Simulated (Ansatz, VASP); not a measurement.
One calculation of Ga, two programs

```
CELL_PARAMETERS angstrom
2.26799 0.00000 0.00000
0.00000 2.26799 0.00000
0.00000 0.00000 2.26799
ATOMIC_POSITIONS crystal
Ga 0.00000 0.00000 0.00000
```

Change from the starting cell: volume scaled by 0.58, PAW files.

Alike in both runs: task single point; functional PBE; k mesh 14 × 14 × 14; occupations fermi-dirac, width 0.05 eV; no spin polarisation.

|  | VASP | Ansatz |
| --- | --- | --- |
| version | VASP 6.6.1 | Ansatz 0.2.0 |
| potentials or method | VASP PAW PBE potentials, release 64 (Ga_d) | PAW with Ansatz's default frozen-core files, scalar-relativistic |
| plane-wave cutoff (eV) | 520 | 420 |
| valence electrons in the cell | 13 | 13 |

|  | VASP | Ansatz | Ansatz less VASP |
| --- | --- | --- | --- |
| pressure (GPa) | 97.2 | 96.5 | -0.74 |

Caveats: the cell as given lies far from equilibrium; so large a pressure means that the cell lies far from this level's equilibrium, or that cutoff or potentials fall short (VASP).
